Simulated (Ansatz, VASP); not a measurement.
Two plane-wave programs on TaN

```
CELL_PARAMETERS angstrom
0.00000 2.16574 2.16574
2.16574 0.00000 2.16574
2.16574 2.16574 0.00000
ATOMIC_POSITIONS crystal
Ta 0.50000 0.50000 0.50000
N 0.00000 0.00000 0.00000
```

Alike in both runs: task single point; functional PBEsol; k mesh 16 × 16 × 16; occupations gaussian, width 0.1 eV; no spin polarisation.

|  | VASP | Ansatz |
| --- | --- | --- |
| version | VASP 6.6.1 | Ansatz 0.2.0 |
| potentials or method | VASP PAW PBE potentials, release 64 (Ta_pv, N) | scalar-relativistic, plane waves, PAW |
| plane-wave cutoff (eV) | 520 | 420 |
| valence electrons in the cell | 16 | 18 |

Ansatz gave:

* gap on the k mesh at the Fermi level (eV): none
* pressure (GPa): 11.7

Question: Estimate VASP's values.

Answer: gap on the k mesh at the Fermi level (eV): none; pressure (GPa): 12.8.

A gap of «none» marks a metal or a gap that the smearing closes. The two sets of potentials don't hold the same shells in valence.

Caveats: the PAW data sets were made with another functional, which shifts forces and pressure a little (VASP). The runs have no spin-orbit coupling, so splittings on Ta are missing.
